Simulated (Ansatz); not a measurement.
# Os (fcc type): the cost of one run

Computed with Ansatz 0.2.0 (DFT LDA, with the methods named in each step, unless a step's input says otherwise).

This is Os in the fcc structure; at room conditions it is hcp.

1 further run of the same task is left out (set aside as unsound or not needed). Runs told in other sessions of the task aren't counted.

## 1. The system as given

The structure is cubic, space group Fm-3m (No. 225). Conventional cell: a = 3.803 Å, b = 3.803 Å, c = 3.803 Å, α = 90.00°, β = 90.00°, γ = 90.00°. Around Os (site symmetry m-3m) lie 12 Os at 2.69 Å.

Structure file:

```
Os
1.0
     0.00000    1.90131    1.90131
     1.90131    0.00000    1.90131
     1.90131    1.90131    0.00000
Os
1
Direct
  0.00000 0.00000 0.00000
```

Whether this phase is the stable one at these pressures isn't tested.

## 2. The reference volume, LAPW

File input.yaml:

```yaml
crystal:
  lattice:
    - [0.0, 1.9013090542, 1.9013090542]
    - [1.9013090542, 0.0, 1.9013090542]
    - [1.9013090542, 1.9013090542, 0.0]
  atoms:
    - { symbol: Os, position: [0.0, 0.0, 0.0] }
kpoints:
  mp_grid: { grid: [19, 19, 19] }
  band_path:
    path:
      - [0.0, 0.0, 0.0]
      - [0.5, 0.0, 0.5]
      - [0.625, 0.25, 0.625]
      - [0.375, 0.375, 0.75]
      - [0.0, 0.0, 0.0]
      - [0.5, 0.5, 0.5]
      - [0.5, 0.25, 0.75]
      - [0.5, 0.0, 0.5]
    npoints: 14
scf:
  occupations: { method: fermi_dirac, width: 0.08 }
hamiltonian:
  xc: lda
  pseudopotentials: { kind: all_electron, lapw: { basis_error: 0.001 } }
output:
  forces: true
  stress: true
  eigenvalues: true
  populations: true
  dos: { projected: true, de: 0.2, e_range: [-14, 8] }
```

On the command line:

```sh
ansatz run input.yaml --threads 1 --pin off --max-ram 2048MiB --backend cpu --events-out ev --progress --plain --runs-dir out
```

What time and memory should one allow on 1 thread of Arm Neoverse V1, shared host?

About 32 s, with a peak of 0.44 GiB.
